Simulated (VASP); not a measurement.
# TiN (Fm-3m) in VASP: single point with HSE06

Aim: the single point of TiN with HSE06.

Everything below comes from runs of VASP 6.6.1. Logs are shortened: lines on timing, memory, paths and dates and some standing lists are left out, and cuts for length are marked.

### 1 Starting point

Symmetry: Fm-3m, No. 225, cubic system. Conventional cell: a = 4.206 Å, b = 4.206 Å, c = 4.206 Å, α = 90.00°, β = 90.00°, γ = 90.00°. Ti (site symmetry m-3m) has 6 N at 2.10 Å as nearest neighbours. N (site symmetry m-3m) has 6 Ti at 2.10 Å as nearest neighbours.

The cell is a database's computed one.

### 2 Single point, HSE06

POSCAR reads:

```
TiN
1.0
    0.0000000000      2.1029700000      2.1029700000
    2.1029700000      0.0000000000      2.1029700000
    2.1029700000      2.1029700000      0.0000000000
Ti N
1 1
Direct
    0.0000000000      0.0000000000      0.0000000000
    0.5000000000      0.5000000000      0.5000000000
```

INCAR.step1 reads:

```
PREC = Accurate ; ENCUT = 520
EDIFF = 1E-5 ; ISMEAR = 0
SIGMA = 0.1 ; LREAL = F
LASPH = T ; NELM = 100
ALGO = Normal ; ISIF = 2
LWAVE = T ; LCHARG = F
NBANDS = 16 ; GGA = PE
```

INCAR.step2 reads:

```
PREC = Accurate ; ENCUT = 520
EDIFF = 1E-6 ; ISMEAR = 0
SIGMA = 0.1 ; LREAL = F
LASPH = T ; NELM = 100
ALGO = Normal ; ISIF = 2
LWAVE = F ; LCHARG = F
GGA = PE ; LHFCALC = T
HFSCREEN = 0.2 ; PRECFOCK = Fast
NBANDS = 16 ; ISTART = 1
```

KPOINTS reads:

```
regular mesh
0
Gamma
  8 8 8
```

Potentials or basis: VASP PAW PBE potentials, release 64 (Ti_sv, N).

Command:

```bash
$ cat potpaw_PBE.64/Ti_sv/POTCAR potpaw_PBE.64/N/POTCAR > POTCAR
$ cp INCAR.step1 INCAR
$ mpirun -np 1 vasp_std > vasp.out
$ cp INCAR.step2 INCAR
$ mpirun -np 1 vasp_std > vasp.out
```

OUTCAR:

```text
PREC = Accurate
   ENCUT = 520
   EDIFF = 1E-6
   ISMEAR = 0
   LREAL = F
   LASPH = T
   NELM = 100
   ISIF = 2
   GGA = PE
   LHFCALC = T
   HFSCREEN = 0.2
   PRECFOCK = Fast
   ISTART = 1

 ion  position               nearest neighbor table
   1  0.000  0.000  0.000-   2 2.10   2 2.10   2 2.10   2 2.10   2 2.10   2 2.10
   2  0.500  0.500  0.500-   1 2.10   1 2.10   1 2.10   1 2.10   1 2.10   1 2.10

  LATTYP: Found a face centered cubic cell.
 ALAT       =     4.2059400000

  Lattice vectors:

 A1 = (   0.0000000000,   2.1029700000,   2.1029700000)
 A2 = (   2.1029700000,   0.0000000000,   2.1029700000)
 A3 = (   2.1029700000,   2.1029700000,   0.0000000000)

Analysis of symmetry for initial positions (statically):
=====================================================================
 Subroutine PRICEL returns:
 Original cell was already a primitive cell.

 Routine SETGRP: Setting up the symmetry group for a
 face centered cubic supercell.

 Subroutine GETGRP returns: Found 48 space group operations
 (whereof 48 operations were pure point group operations)
 out of a pool of 48 trial point group operations.

The static configuration has the point symmetry O_h .

Analysis of symmetry for dynamics (positions and initial velocities):
=====================================================================
 Subroutine PRICEL returns:
 Original cell was already a primitive cell.

 Routine SETGRP: Setting up the symmetry group for a
 face centered cubic supercell.

 Subroutine GETGRP returns: Found 48 space group operations
 (whereof 48 operations were pure point group operations)
 out of a pool of 48 trial point group operations.

The dynamic configuration has the point symmetry O_h .

 Subroutine INISYM returns: Found 48 space group operations
 (whereof 48 operations are pure point group operations),
 and found     1 'primitive' translations

----------------------------------------------------------------------------------------

                                     Primitive cell

  volume of cell :      18.6007

  direct lattice vectors                    reciprocal lattice vectors
     0.000000000  2.102970000  2.102970000    -0.237758979  0.237758979  0.237758979
     2.102970000  0.000000000  2.102970000     0.237758979 -0.237758979  0.237758979
     2.102970000  2.102970000  0.000000000     0.237758979  0.237758979 -0.237758979

  length of vectors
     2.974048695  2.974048695  2.974048695     0.411810632  0.411810632  0.411810632

  position of ions in fractional coordinates (direct lattice)
     0.000000000  0.000000000  0.000000000
     0.500000000  0.500000000  0.500000000

  ion indices of the primitive-cell ions
   primitive index   ion index
                 1           1
                 2           2

----------------------------------------------------------------------------------------

 KPOINTS: regular mesh

Automatic generation of k-mesh.
 Grid dimensions read from file:
 generate k-points for:    8    8    8

 Generating k-lattice:

  Cartesian coordinates                     Fractional coordinates (reciprocal lattice)
    -0.029719872  0.029719872  0.029719872     0.125000000  0.000000000  0.000000000
     0.029719872 -0.029719872  0.029719872     0.000000000  0.125000000  0.000000000
     0.029719872  0.029719872 -0.029719872     0.000000000  0.000000000  0.125000000

  Length of vectors
     0.051476329  0.051476329  0.051476329

  Shift w.r.t. Gamma in fractional coordinates (k-lattice)
     0.000000000  0.000000000  0.000000000

 Subroutine IBZKPT returns following result:
 ===========================================

 Found     29 irreducible k-points:

 Following reciprocal coordinates:
            Coordinates               Weight
  0.000000  0.000000  0.000000      1.000000
  0.125000  0.000000  0.000000      8.000000
  0.250000  0.000000  0.000000      8.000000
  0.375000  0.000000  0.000000      8.000000
  0.500000  0.000000  0.000000      4.000000
  0.125000  0.125000  0.000000      6.000000
[... 16 lines left out ...]
  0.500000  0.250000  0.125000     48.000000
 -0.375000  0.250000  0.125000     24.000000
 [... further k-points ...]
   k-points           NKPTS =     29   k-points in BZ     NKDIM =    512   number of bands    NBANDS=     16
   number of dos      NEDOS =    301   number of ions     NIONS =      2
   total plane-waves  NPLWV =  13824
   dimension x,y,z NGX =    24 NGY =   24 NGZ =   24
   dimension x,y,z NGXF=    48 NGYF=   48 NGZF=   48
   ions per type =               1   1
   NGX,Y,Z   is equivalent  to a cutoff of  13.42, 13.42, 13.42 a.u.
   NGXF,Y,Z  is equivalent  to a cutoff of  26.83, 26.83, 26.83 a.u.
 SYSTEM =  unknown system
   PREC   = accura    normal or accurate (medium, high low for compatibility)
   ISTART =      1    job   : 0-new  1-cont  2-samecut
   ICHARG =      0    charge: 1-file 2-atom 10-const
   ISPIN  =      1    spin polarized calculation?
   LNONCOLLINEAR =      F non collinear calculations
   LSORBIT =      F    spin-orbit coupling
   LASPH  =      T    aspherical Exc in radial PAW
   ENCUT  =  520.0 eV  38.22 Ry    6.18 a.u.   5.53  5.53  5.53*2*pi/ulx,y,z
   NELM   =    100;   NELMIN=  2; NELMDL=  0     # of ELM steps
   EDIFF  = 0.1E-05   stopping-criterion for ELM
   LREAL  =      F    real-space projection
   EDIFFG = 0.1E-04   stopping-criterion for IOM
   NSW    =      0    number of steps for IOM
   IBRION =     -1    ionic relax: 0-MD 1-quasi-New 2-CG
   NFREE  =      0    steps in history (QN), initial steepest desc. (CG)
   ISIF   =      2    stress and relaxation
   ISYM   =      3    0-nonsym 1-usesym 2-fastsym
   POTIM  = 0.5000    time-step for ionic-motion
   TEBEG  =    0.0;   TEEND  =   0.0 temperature during run
   PSTRESS=    0.0 pullay stress
   NELECT =      17.0000    total number of electrons
   NUPDOWN=      -1.0000    fix difference up-down
   EMIN   =  10.00;   EMAX   =-10.00  energy-range for DOS
   EFERMI =   0.00;   METHOD = LEGACY
   ISMEAR =     0;   SIGMA  =   0.10  broadening in eV -4-tet -1-fermi 0-gaus
   EFERMI_NEDOS =   21; number of points for ismear=-14 and -15
   IALGO  =     38    algorithm
   IMIX   =      1    mixing-type and parameters
     AMIX     =   0.40;   BMIX     =  1.00
     AMIX_MAG =   1.60;   BMIX_MAG =  1.00
  volume/ion in A,a.u.               =       9.30        62.76
  Fermi-wavevector in a.u.,A,eV,Ry     =   1.588723  3.002250 34.341640  2.524039
  Thomas-Fermi vector in A             =   2.687682
   LORBIT       =      0    0 simple, 1 ext, 2 COOP (PROOUT), +10 PAW based schemes
   GGA     = PE    functional components
   LHFCALC =     T    Hartree Fock is set to
   PRECFOCK=fast      Normal, Fast or Accurate (Low or Medium for compatibility)
   ENCUT4O =  -1.0   cutoff for four orbital integrals eV
   NKREDX  =     1    reduce k-point grid by
   NKREDY  =     1    reduce k-point grid by
   NKREDZ  =     1    reduce k-point grid by
   AEXX    =    0.2500 exact exchange contribution
   HFSCREEN=    0.2000 screening length (either q_TF or 0.3 A-1)
   HFSCREENC=   0.2000 screening length for correlation (either q_TF or 0.3 A-1)
   ENCUTFOCK=  -1.0 apply spherical cutoff to Coloumb kernel
   IVDW    =     0    specifies the selected vdW correction
   LEPSILON=     F    determine dielectric tensor
   LRPA    =     F    only Hartree local field effects (RPA)
 non-spin polarized calculation
 Gauss-broadening in eV      SIGMA  =   0.10
  energy-cutoff  :      520.00
  volume of cell :       18.60
 maximum number of plane-waves:       531
 NGX is ok and might be reduce to    24
  NGX = 14; NGY = 14; NGZ = 14

 number of electron      16.9999999 magnetization

 Free energy of the ion-electron system (eV)
  ---------------------------------------------------
  ext. energy  EPLUGINS =         0.00000000
  ---------------------------------------------------
  free energy    TOTEN  =       -23.48667484 eV

  energy without entropy =      -23.47849369  energy(sigma->0) =      -23.48258427

 E-fermi :  12.1232     XC(G=0): -10.7425

 val. band max:       12.0675111974   @ k =   0.1250   0.0000   0.0000
 cond. band min:      12.1255526275   @ k =  -0.3750   0.3750   0.1250
 fundamental gap:      0.0580414301
 Fermi energy:        12.1232492620

 k-point     1 :       0.0000    0.0000    0.0000
  band No.  band energies     occupation
      1     -50.9233      2.00000
      2     -25.2232      2.00000
      3     -25.2232      2.00000
      4     -25.2232      2.00000
      5      -7.7817      2.00000
      6       9.1829      2.00000
[... 8 lines left out ...]
     15      25.7576      0.00000
     16      33.2556      0.00000

 k-point     2 :       0.1250    0.0000    0.0000
  band No.  band energies     occupation
      1     -50.9066      2.00000
      2     -25.3442      2.00000
      3     -25.2327      2.00000
      4     -25.2327      2.00000
      5      -7.4403      2.00000
      6       7.6285      2.00000
[... 8 lines left out ...]
     15      26.0542      0.00000
     16      32.7105      0.00000

 k-point     3 :       0.2500    0.0000    0.0000
  band No.  band energies     occupation
      1     -50.8662      2.00000
      2     -25.6260      2.00000
      3     -25.2553      2.00000
      4     -25.2553      2.00000
      5      -6.5472      2.00000
      6       5.1578      2.00000
[... 8 lines left out ...]
     15      25.9606      0.00000
     16      30.7502      0.00000

 k-point     4 :       0.3750    0.0000    0.0000
  band No.  band energies     occupation
      1     -50.8254      2.00000
      2     -25.8952      2.00000
      3     -25.2772      2.00000
      4     -25.2772      2.00000
      5      -5.4859      2.00000
      6       3.0849      2.00000
[... 8 lines left out ...]
     15      26.5764      0.00000
     16      28.4218      0.00000
[... 324 lines left out ...]
 k-point    22 :       0.3750    0.2500    0.1250
  band No.  band energies     occupation
      1     -50.8358      2.00000
      2     -25.6734      2.00000
      3     -25.3976      2.00000
      4     -25.2937      2.00000
      5      -6.1597      2.00000
      6       4.2508      2.00000
[... 8 lines left out ...]
     15      26.0628      0.00000
     16      28.2904      0.00000

 k-point    23 :       0.5000    0.2500    0.1250
  band No.  band energies     occupation
      1     -50.8029      2.00000
      2     -25.8149      2.00000
      3     -25.4662      2.00000
      4     -25.3291      2.00000
      5      -5.5685      2.00000
      6       3.5797      2.00000
[... 8 lines left out ...]
     15      25.7874      0.00000
     16      27.1814      0.00000

 k-point    24 :      -0.3750    0.2500    0.1250
  band No.  band energies     occupation
      1     -50.7892      2.00000
      2     -25.8767      2.00000
      3     -25.4827      2.00000
      4     -25.3515      2.00000
      5      -5.3101      2.00000
      6       3.3078      2.00000
[... 8 lines left out ...]
     15      26.0504      0.00000
     16      27.0064      0.00000

 [... further k-points ...]
[... 5 lines left out ...]
  --------------------------------------------------------------------------------------
  -------------------------------------------------------------------------------------
  Total        0.0960467      0.0960467      0.0960467      0.0000000      0.0000000      0.0000000
  in kB        8.2730161      8.2730161      8.2730161      0.0000000      0.0000000      0.0000000
  external PRESSURE =       8.2730161 kB  Pullay stress =       0.0000000 kB

 VOLUME and BASIS-vectors are now :
 -----------------------------------------------------------------------------
  energy-cutoff  :      520.00
  volume of cell :       18.60
      direct lattice vectors                 reciprocal lattice vectors
     0.000000000  2.102970000  2.102970000    -0.237758979  0.237758979  0.237758979
     2.102970000  0.000000000  2.102970000     0.237758979 -0.237758979  0.237758979
     2.102970000  2.102970000  0.000000000     0.237758979  0.237758979 -0.237758979

 POSITION                                       TOTAL-FORCE (eV/Angst)
 -----------------------------------------------------------------------------------
      0.00000      0.00000      0.00000         0.000000      0.000000      0.000000
      2.10297      2.10297      2.10297        -0.000000     -0.000000     -0.000000
 -----------------------------------------------------------------------------------
    total drift:                               -0.000000     -0.000000     -0.000000

  FREE ENERGIE OF THE ION-ELECTRON SYSTEM (eV)
  ---------------------------------------------------
  free  energy   TOTEN  =       -23.4866748438 eV

  energy  without entropy=      -23.4784936916  energy(sigma->0) =      -23.48258427
```

It took 24 min on 1 thread of Intel Xeon 6975P-C (Granite Rapids), shared host; peak memory 0.26 GiB.

What came out:

- Free energy: -23.4867 eV
- Pressure: 0.8 GPa
- Band gap on the k mesh: none (metal or under the smearing width)

Caveat: the PAW data sets were made with another functional, which shifts forces and pressure a little.
